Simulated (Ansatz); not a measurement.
Wanted: the native input for an Ansatz 0.2.0 run.

- Task: relaxation of cell and atoms
- Functional: PBEsol
- Potentials or basis: Ansatz PAW
- Cutoff: 420 eV (not typed: the program's choice for these potentials)
- k mesh: 10 × 10 × 10
- Occupations: fermi-dirac, width 0.05 eV
- Spin: no spin polarisation
- Hubbard terms: Mo d U = 4 eV
- Hubbard projectors: ortho-atomic (the default)
- Double counting: fll (the default)

Crystal: MoS2.

```
Mo S
1.0
     1.58550    0.91539    6.11500
    -1.58550    0.91539    6.11500
     0.00000   -1.83078    6.11500
Mo S
1 2
Direct
  0.00000 0.00000 0.00000
  0.25000 0.25000 0.25000
  0.75000 0.75000 0.75000
```

Measurements of this composition are mostly on another form, of space group No. 194.

These files were run (other wordings do the same):

input.yaml

```yaml
crystal:
  lattice:
    - [1.5855, 0.9153888518, 6.1149966667]
    - [-1.5855, 0.9153888518, 6.1149966667]
    - [0.0, -1.8307777036, 6.1149966667]
  atoms:
    - { symbol: Mo, position: [0.0, 0.0, 0.0] }
    - { symbol: S, position: [0.25, 0.25, 0.25] }
    - { symbol: S, position: [0.75, 0.75, 0.75] }
hamiltonian:
  xc: pbesol
  pseudopotentials: { kind: paw }
  hubbard: { sites: [{ species: Mo, l: d, u_eff: 4.0 }] }
kpoints:
  mp_grid: { grid: [10, 10, 10] }
scf:
  occupations: { method: fermi_dirac, width: 0.05 }
output:
  forces: true
  stress: true
  eigenvalues: true
  write_density: true
  write_potential: true
  elf: true
  volumetric_format: npy
relax:
  f_tol: 0.01
  max_steps: 40
  cell: { stress_tol: 0.05 }
```

Potentials or basis: Ansatz PAW.

Run with:

```bash
$ ansatz run input.yaml --threads 2 --pin off --max-ram 5632MiB --backend cpu --events-out ev --progress --plain --runs-dir out
```

It gave:

```
Relaxed volume                         : 17.11 Å³/atom
Relaxed cell                           : a = 6.344 Å, b = 6.344 Å, c = 6.344 Å, α = 28.49°, β = 28.49°, γ = 28.49°
Space group after relaxing (to 0.05 Å) : R-3m (No. 166)
Energy gained by relaxing              : 15.1 meV/atom
Ionic steps                            : 5
Pressure after relaxing                : 0.0 GPa
Largest force after relaxing           : 0.003 eV/Å
Band gap on the k mesh                 : none (metal or under the smearing width)
```

Caveat: the plane-wave basis is chosen anew once the cell has moved, so the energies of steps on either side of that aren't comparable; U without spin polarisation on a metal has little footing; the PAW data sets come from PBE, with cores solved anew for the run's functional, which leaves a small shift of forces and pressure.

Run time: 48 s on 2 threads of Intel(R) Xeon(R) Processor @ 2.50GHz (Skylake/Cascade Lake) (shared host), peak memory 0.51 GiB.
